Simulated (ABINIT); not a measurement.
# InP (F-43m) in ABINIT: notebook

Aim: see how the results for InP move with the level of theory and the settings. Levels: SOGGA, PBE, revPBE+D3(BJ), PBEsol, revPBE+D3. Tasks: equation of state, band structure.

Program: ABINIT 10.8.3 (patched build). These are calculated values, not measurements. Logs are shortened: lines on timing, memory, paths and dates and some standing lists are left out, and cuts for length are marked. The log counts tension as positive stress, the text compression.

**The experiment to reproduce.**

A printed reference work, data compilation reports, for a bulk crystal of InP: bulk modulus 71 GPa; band gap 1.4236 eV (direct) at 1.6 K.

How close the calculation comes is told below.

### Step 1. The crystal as given

Symmetry: F-43m, No. 216, cubic system. The conventional cell has a = 5.861 Å, b = 5.861 Å, c = 5.861 Å, α = 90.00°, β = 90.00°, γ = 90.00°. In (site symmetry -43m) has 4 P at 2.54 Å as nearest neighbours. P (site symmetry -43m) has 4 In at 2.54 Å as nearest neighbours.

### Step 2. Equation of state, SOGGA

The input, run.abi:

```
# Datasets: one volume each
ndtset 7
getwfk -1
scalecart1 3*0.9795861087
scalecart2 3*0.9864848297
scalecart3 3*0.9932883884
scalecart4 3*1.0000000000
scalecart5 3*1.0066227096
scalecart6 3*1.0131594038
scalecart7 3*1.0196128224

# Pseudopotentials
pp_dirpath "./"
pseudos "In.GGA_PBE-JTH_sp.xml, P.GGA_PBE-JTH.xml"

# Structure
acell 7.83169184 7.83169184 7.83169184
rprim
     0.0000000000     0.7071067812     0.7071067812
     0.7071067812     0.0000000000     0.7071067812
     0.7071067812     0.7071067812     0.0000000000
ntypat 2
znucl 49 15
natom 2
typat 1 2
xred
     0.0000000000     0.0000000000     0.0000000000
     0.7500000000     0.7500000000     0.7500000000

# Plane-wave basis
ecut 20.0
pawecutdg 40.0

# k points
kptopt 1
ngkpt 8 8 8
nshiftk 1
shiftk 0.0 0.0 0.0

# Exchange and correlation
ixc -150130

# Bands and occupations
nband 8
occopt 3
tsmear 0.00183747

# SCF cycle
nstep 100
tolvrs 1.0e-9

# Output
iomode 3
prtwf 1
prtden 0
prteig 0
prtebands 0
enunit 2
```

Potentials or basis: JTH PAW PBE v2.0 sp.

Launch:

```console
$ abinit run.abi > log 2>&1
```

run.abo:

```text
.Version 10.8.3 of ABINIT
 DATASET    1 : space group F-4 3 m (#216); Bravais cF (face-center cubic)
================================================================================
 Values of the parameters that define the memory need for DATASET  1.
     intxc =       0    ionmov =       0      iscf =      17    lmnmax =      13
     lnmax =       5     mgfft =      32  mpssoang =       3    mqgrid =    3001
     natom =       2  nloc_mem =       2    nspden =       1   nspinor =       1
    nsppol =       1      nsym =      24    n1xccc =       1    ntypat =       2
    occopt =       3   xclevel =       2
       mpw =        1384          nfft =       32768          nkpt =          29
 PAW method is used; the additional fine FFT grid is defined by:
   mgfftf=        45    nfftf =     91125
================================================================================
================================================================================
[... 71 lines left out ...]
 DATASET    7 : space group F-4 3 m (#216); Bravais cF (face-center cubic)
================================================================================
 Values of the parameters that define the memory need for DATASET  7.
     intxc =       0    ionmov =       0      iscf =      17    lmnmax =      13
     lnmax =       5     mgfft =      36  mpssoang =       3    mqgrid =    3001
     natom =       2  nloc_mem =       2    nspden =       1   nspinor =       1
    nsppol =       1      nsym =      24    n1xccc =       1    ntypat =       2
    occopt =       3   xclevel =       2
       mpw =        1556          nfft =       46656          nkpt =          29
 PAW method is used; the additional fine FFT grid is defined by:
   mgfftf=        48    nfftf =    110592
================================================================================
================================================================================

--------------------------------------------------------------------------------
------------- Echo of variables that govern the present computation ------------
--------------------------------------------------------------------------------
 -outvars: echo values of preprocessed input variables --------
            acell      7.8316918400E+00  7.8316918400E+00  7.8316918400E+00 Bohr
              amu      1.14820000E+02  3.09737620E+01
             ecut      2.00000000E+01 Hartree
           enunit           2
           getwfk          -1
              ixc     -150130
           jdtset        1    2    3    4    5    6    7
         kptrlatt        8    0    0      0    8    0      0    0    8
          kptrlen1     6.13745323E+01
          kptrlen2     6.18067615E+01
          kptrlen3     6.22330285E+01
          kptrlen4     6.26535347E+01
          kptrlen5     6.30684709E+01
          kptrlen6     6.34780179E+01
          kptrlen7     6.38823474E+01
            natom           2
            nband           8
           ndtset           7
            ngfft1         32      32      32
            ngfft2         32      32      32
            ngfft3         32      32      32
            ngfft4         32      32      32
            ngfft5         32      32      32
            ngfft6         32      32      32
            ngfft7         36      36      36
          ngfftdg1         45      45      45
          ngfftdg2         45      45      45
          ngfftdg3         48      48      48
          ngfftdg4         48      48      48
          ngfftdg5         48      48      48
          ngfftdg6         48      48      48
          ngfftdg7         48      48      48
             nkpt          29
            nstep         100
             nsym          24
           ntypat           2
           occopt           3
        pawecutdg      4.00000000E+01 Hartree
         pawxcdev           0
           prtden           0
        prtebands           0
           prteig           0
            rprim1     0.0000000000E+00  6.9267198023E-01  6.9267198023E-01
                       6.9267198023E-01  0.0000000000E+00  6.9267198023E-01
                       6.9267198023E-01  6.9267198023E-01  0.0000000000E+00
            rprim2     0.0000000000E+00  6.9755011263E-01  6.9755011263E-01
                       6.9755011263E-01  0.0000000000E+00  6.9755011263E-01
                       6.9755011263E-01  6.9755011263E-01  0.0000000000E+00
[... 15 lines left out ...]
          spgroup         216
           tolvrs      1.00000000E-09
           tsmear      1.83747000E-03 Hartree
            typat      1  2
           useylm           1
           xangst1     0.0000000000E+00  0.0000000000E+00  0.0000000000E+00
                       4.3060156345E+00  4.3060156345E+00  4.3060156345E+00
           xangst2     0.0000000000E+00  0.0000000000E+00  0.0000000000E+00
                       4.3363406873E+00  4.3363406873E+00  4.3363406873E+00
           xangst3     0.0000000000E+00  0.0000000000E+00  0.0000000000E+00
                       4.3662474304E+00  4.3662474304E+00  4.3662474304E+00
           xangst4     0.0000000000E+00  0.0000000000E+00  0.0000000000E+00
                       4.3957499971E+00  4.3957499971E+00  4.3957499971E+00
           xangst5     0.0000000000E+00  0.0000000000E+00  0.0000000000E+00
                       4.4248617728E+00  4.4248617728E+00  4.4248617728E+00
           xangst6     0.0000000000E+00  0.0000000000E+00  0.0000000000E+00
                       4.4535954463E+00  4.4535954463E+00  4.4535954463E+00
           xangst7     0.0000000000E+00  0.0000000000E+00  0.0000000000E+00
                       4.4819630611E+00  4.4819630611E+00  4.4819630611E+00
            xcart1     0.0000000000E+00  0.0000000000E+00  0.0000000000E+00
                       8.1371902431E+00  8.1371902431E+00  8.1371902431E+00
            xcart2     0.0000000000E+00  0.0000000000E+00  0.0000000000E+00
                       8.1944962876E+00  8.1944962876E+00  8.1944962876E+00
            xcart3     0.0000000000E+00  0.0000000000E+00  0.0000000000E+00
                       8.2510118415E+00  8.2510118415E+00  8.2510118415E+00
            xcart4     0.0000000000E+00  0.0000000000E+00  0.0000000000E+00
                       8.3067636125E+00  8.3067636125E+00  8.3067636125E+00
            xcart5     0.0000000000E+00  0.0000000000E+00  0.0000000000E+00
                       8.3617768956E+00  8.3617768956E+00  8.3617768956E+00
            xcart6     0.0000000000E+00  0.0000000000E+00  0.0000000000E+00
                       8.4160756691E+00  8.4160756691E+00  8.4160756691E+00
            xcart7     0.0000000000E+00  0.0000000000E+00  0.0000000000E+00
                       8.4696826919E+00  8.4696826919E+00  8.4696826919E+00
             xred      0.0000000000E+00  0.0000000000E+00  0.0000000000E+00
                       7.5000000000E-01  7.5000000000E-01  7.5000000000E-01
            znucl       49.00000   15.00000

================================================================================

 chkinp: Checking input parameters for consistency, jdtset=   1.

 chkinp: Checking input parameters for consistency, jdtset=   2.
[... 36 lines left out ...]
 getcut: wavevector=  0.0000  0.0000  0.0000  ngfft=  45  45  45
         ecut(hartree)=     40.000   => boxcut(ratio)=   2.01446

--- Pseudopotential description ------------------------------------------------
- pspini: atom type   1  psp file is ./In.GGA_PBE-JTH_sp.xml
 Pseudopotential format is: paw10
 basis_size (lnmax)=  5 (lmn_size= 13), orbitals=   0   0   1   1   2
 Spheres core radius: rc_sph= 2.90115454
 Shapefunction is SIN type: shapef(r)=[sin(pi*r/rshp)/(pi*r/rshp)]**2
 Radius for shape functions =  2.20905649
 Compensation charge density is not taken into account in XC energy/potential

- pspini: atom type   2  psp file is ./P.GGA_PBE-JTH.xml
 Pseudopotential format is: paw10
 basis_size (lnmax)=  4 (lmn_size=  8), orbitals=   0   0   1   1
 Spheres core radius: rc_sph= 1.60765221
 Shapefunction is SIN type: shapef(r)=[sin(pi*r/rshp)/(pi*r/rshp)]**2
 Radius for shape functions =  1.60765221
 Compensation charge density is not taken into account in XC energy/potential

   2.29043081E+02                                ecore*ucvol(ha*bohr**3)
--------------------------------------------------------------------------------

[... 1083 lines left out ...]
 getcut: wavevector=  0.0000  0.0000  0.0000  ngfft=  36  36  36
         ecut(hartree)=     20.000   => boxcut(ratio)=   2.23940

 getcut : COMMENT -
  Note that boxcut > 2.2 ; recall that boxcut=Gcut(box)/Gcut(sphere) = 2
  is sufficient for exact treatment of convolution.
  Such a large boxcut is a waste : you could raise ecut
  e.g. ecut=   25.074542 Hartrees makes boxcut=2

 Fine grid specifications (used for densities):

 getcut: wavevector=  0.0000  0.0000  0.0000  ngfft=  48  48  48
         ecut(hartree)=     40.000   => boxcut(ratio)=   2.11133
--------------------------------------------------------------------------------
[... 147 lines left out ...]
-Cartesian components of stress tensor (GPa)         [Pressure= -1.7092E+00 GPa]
- sigma(1 1)=  1.70924132E+00  sigma(3 2)=  0.00000000E+00
- sigma(2 2)=  1.70924132E+00  sigma(3 1)=  0.00000000E+00
- sigma(3 3)=  1.70924132E+00  sigma(2 1)=  0.00000000E+00

== END DATASET(S) ==============================================================
================================================================================

 -outvars: echo values of variables after computation  --------
            acell      7.8316918400E+00  7.8316918400E+00  7.8316918400E+00 Bohr
           etotal1    -8.7247206015E+00
           etotal2    -8.7263898988E+00
           etotal3    -8.7275841753E+00
           etotal4    -8.7283549222E+00
           etotal5    -8.7287477754E+00
           etotal6    -8.7288017520E+00
           etotal7    -8.7285525439E+00
            fcart1     1.5335153147E-47  1.5511219606E-30 -1.5335153147E-47
                      -1.5335153147E-47 -1.5511219606E-30  1.5335153147E-47
            fcart2    -6.1610983960E-30 -6.1610983960E-30  1.8483295188E-29
                       6.1610983960E-30  6.1610983960E-30 -1.8483295188E-29
            fcart3    -1.8356693302E-29 -1.8356693302E-29  5.5070079905E-29
                       1.8356693302E-29  1.8356693302E-29 -5.5070079905E-29
            fcart4     1.2155660204E-29  1.2155660204E-29 -3.6466980612E-29
                      -1.2155660204E-29 -1.2155660204E-29  3.6466980612E-29
            fcart5    -2.4151372879E-29 -1.2075686439E-29  4.8302745758E-29
                       2.4151372879E-29  1.2075686439E-29 -4.8302745758E-29
[... 38 lines left out ...]
                       0.0000000000E+00  0.0000000000E+00  0.0000000000E+00
           xangst1     0.0000000000E+00  0.0000000000E+00  0.0000000000E+00
                       4.3060156345E+00  4.3060156345E+00  4.3060156345E+00
           xangst2     0.0000000000E+00  0.0000000000E+00  0.0000000000E+00
                       4.3363406873E+00  4.3363406873E+00  4.3363406873E+00
           xangst3     0.0000000000E+00  0.0000000000E+00  0.0000000000E+00
                       4.3662474304E+00  4.3662474304E+00  4.3662474304E+00
           xangst4     0.0000000000E+00  0.0000000000E+00  0.0000000000E+00
                       4.3957499971E+00  4.3957499971E+00  4.3957499971E+00
           xangst5     0.0000000000E+00  0.0000000000E+00  0.0000000000E+00
                       4.4248617728E+00  4.4248617728E+00  4.4248617728E+00
           xangst6     0.0000000000E+00  0.0000000000E+00  0.0000000000E+00
                       4.4535954463E+00  4.4535954463E+00  4.4535954463E+00
           xangst7     0.0000000000E+00  0.0000000000E+00  0.0000000000E+00
                       4.4819630611E+00  4.4819630611E+00  4.4819630611E+00
             xred      0.0000000000E+00  0.0000000000E+00  0.0000000000E+00
                       7.5000000000E-01  7.5000000000E-01  7.5000000000E-01
 Calculation completed.
```

Run time: 1.7 min. Hardware: 1 thread of Arm Neoverse V1, shared host; peak memory 0.16 GiB.

Results:

```
Equilibrium volume                      : 26.00 Å³/atom
Bulk modulus                            : 70 GPa
Pressure derivative of the bulk modulus : 4.8
```

Energy against volume, from the lowest point:
```csv
volume (Å³/atom),energy (meV/atom)
23.657,55.53
24.160,32.81
24.663,16.57
25.167,6.08
25.670,0.73
26.173,0.00
26.677,3.39
```

Caveat: the cutoff is too short for stress, so the log's stress isn't used; pressures at fixed basis lie under the slope of the energies; the PAW data sets were made with another functional, which shifts forces and pressure a little; this set keeps more shells in the core, which shifts pressures and gaps.

### Step 3. Equation of state, PBE

run.abi, as its differences from that of step 2:

```diff
@@ -13,10 +13,10 @@
 pp_dirpath "./"
-pseudos "In.GGA_PBE-JTH_sp.xml, P.GGA_PBE-JTH.xml"
+pseudos "In.GGA_PBE-JTH.xml, P.GGA_PBE-JTH.xml"
 
 # Structure
-acell 7.83169184 7.83169184 7.83169184
+acell 3*1.0
 rprim
-     0.0000000000     0.7071067812     0.7071067812
-     0.7071067812     0.0000000000     0.7071067812
-     0.7071067812     0.7071067812     0.0000000000
+     0.0000000000     5.5378424082     5.5378424082
+     5.5378424082     0.0000000000     5.5378424082
+     5.5378424082     5.5378424082     0.0000000000
 ntypat 2
@@ -30,4 +30,4 @@
 # Plane-wave basis
-ecut 20.0
-pawecutdg 40.0
+ecut 408.170794 eV
+pawecutdg 30.0
 
@@ -40,6 +40,6 @@
 # Exchange and correlation
-ixc -150130
+ixc 11
 
 # Bands and occupations
-nband 8
+nband 13
 occopt 3
```

Potentials or basis: JTH PAW PBE v2.0.

Launch:

```console
$ abinit run.abi > log 2>&1
```

Run time: 80 s. Hardware: 1 thread of Arm Neoverse V1, shared host; peak memory 0.13 GiB.

It converged, with:

- Equilibrium volume: 26.49 Å³/atom
- Bulk modulus: 58 GPa
- Pressure derivative of the bulk modulus: 5.0

Energy against volume, from the lowest point:
```csv
volume (Å³/atom),energy (meV/atom)
23.657,68.00
24.160,44.02
24.663,25.89
25.167,12.93
25.670,4.66
26.173,0.44
26.677,0.00
```

Caveat: the cutoff is too short for stress, so the log's stress isn't used; pressures at fixed basis lie under the slope of the energies.

### Step 4. Equation of state, revPBE+D3(BJ)

The input, run.abi:

```
ndtset 7
getwfk -1
scalecart1 3*0.9795861087
scalecart2 3*0.9864848297
scalecart3 3*0.9932883884
scalecart4 3*1.0000000000
scalecart5 3*1.0066227096
scalecart6 3*1.0131594038
scalecart7 3*1.0196128224

pp_dirpath "./"
pseudos "In.GGA_PBE-JTH.xml, P.GGA_PBE-JTH.xml"

acell 3*1.0 Angstrom
rprim
     0.0000000000     2.9305000000     2.9305000000
     2.9305000000     0.0000000000     2.9305000000
     2.9305000000     2.9305000000     0.0000000000
ntypat 2
znucl 49 15
natom 2
typat 1 2
xred
     0.0000000000     0.0000000000     0.0000000000
     0.7500000000     0.7500000000     0.7500000000

ecut 20.0
pawecutdg 40.0

kptopt 1
ngkpt 8 8 8
nshiftk 1
shiftk 0.0 0.0 0.0

ixc 14
vdw_xc 7

nband 13
occopt 3
tsmear 0.05 eV

nstep 100
tolvrs 1.0e-9

iomode 3
prtwf 1
prtden 0
prteig 0
prtebands 0
enunit 1
```

Launch:

```console
$ abinit run.abi > log 2>&1
```

Run time: 1.8 min. Hardware: 1 thread of Arm Neoverse V1, shared host; peak memory 0.16 GiB.

The run converged. Its results:

* Equilibrium volume: 25.31 Å³/atom
* Bulk modulus: 66 GPa
* Pressure derivative of the bulk modulus: 4.7 (rough: it moves with the points fitted)

Energy against volume, from the lowest point:
```csv
volume (Å³/atom),energy (meV/atom)
23.657,24.96
24.160,11.40
24.663,3.32
25.167,0.00
25.670,0.73
26.173,5.46
26.677,13.52
```

Caveat: the cutoff is too short for stress, so the log's stress isn't used; pressures at fixed basis lie under the slope of the energies; the PAW data sets were made with another functional, which shifts forces and pressure a little.

### Step 5. Band structure, PBEsol, spin-orbit coupling, no magnetisation

The input, run.abi:

```
# Datasets: ground state, then fixed potential
ndtset 2

# Pseudopotentials
pp_dirpath "./"
pseudos "In.GGA_PBE-JTH_sp.xml, P.GGA_PBE-JTH.xml"

# Structure
acell 7.83169184 7.83169184 7.83169184
rprim
     0.0000000000     0.7071067812     0.7071067812
     0.7071067812     0.0000000000     0.7071067812
     0.7071067812     0.7071067812     0.0000000000
ntypat 2
znucl 49 15
natom 2
typat 1 2
xred
     0.0000000000     0.0000000000     0.0000000000
     0.7500000000     0.7500000000     0.7500000000

# Plane-wave basis
ecut 544.227725 eV
pawecutdg 40.0

# Exchange and correlation
ixc -116133

# Bands and occupations
occopt 3
tsmear 0.00183747

# Spin
nspinor 2
nspden 1
pawspnorb 1

# SCF cycle
nstep 100

# Output
iomode 3
prtwf 0
prteig 0
prtebands 0
enunit 2
prtden1 1

# Dataset 1
kptopt1 4
ngkpt1 8 8 8
nshiftk1 1
shiftk1 0.0 0.0 0.0
nband1 16
tolvrs1 1.0e-9

# Dataset 2: bands along G-X-W-K-G-L-U-W-L-K
iscf2 -2
getden2 1
nband2 24
nbdbuf2 2
tolwfr2 1.0e-12
kptopt2 -9
ndivsm2 6
prteig2 1
prtvol2 -3
kptbounds2
     0.0000000000     0.0000000000     0.0000000000
     0.5000000000     0.0000000000     0.5000000000
     0.5000000000     0.2500000000     0.7500000000
     0.3750000000     0.3750000000     0.7500000000
     0.0000000000     0.0000000000     0.0000000000
     0.5000000000     0.5000000000     0.5000000000
     0.6250000000     0.2500000000     0.6250000000
     0.5000000000     0.2500000000     0.7500000000
     0.5000000000     0.5000000000     0.5000000000
     0.3750000000     0.3750000000     0.7500000000
```

Potentials or basis: JTH PAW PBE v2.0 sp.

Launch:

```console
$ abinit run.abi > log 2>&1
```

It took 3.2 min on 1 thread of Arm Neoverse V1, shared host; peak memory 0.21 GiB.

It converged, with:

```yaml
Free_energy: -238.1991 eV
Band_gap_on_the_k_mesh: 0.68 eV, direct
Valence_electrons_inside_the_program's_atomic_spheres: In 2.40; P 1.58
```

Levels at the corners of the path, in eV from the valence-band top:
```csv
point,band 6,band 7,band 8,band 9,band 10,band 11
Γ,0.00,0.00,0.00,0.68,0.68,3.73
X,-2.43,-2.33,-2.33,1.61,1.61,2.17
W,-3.06,-3.00,-2.93,4.21,4.21,4.38
K,-3.37,-2.00,-1.99,2.24,2.25,4.35
Γ,0.00,0.00,0.00,0.68,0.68,3.73
L,-1.08,-0.96,-0.96,1.43,1.43,4.65
U,-3.37,-2.00,-1.99,2.24,2.25,4.35
W,-3.06,-3.00,-2.93,4.21,4.21,4.38
L,-1.08,-0.96,-0.96,1.43,1.43,4.65
K,-3.37,-2.00,-1.99,2.24,2.25,4.35
```

Caveat: the cutoff is too short for stress, so the log's stress isn't used; the PAW data sets were made with another functional, which shifts forces and pressure a little; this set keeps more shells in the core, which shifts pressures and gaps.

(Continued in part 2 of 2.)
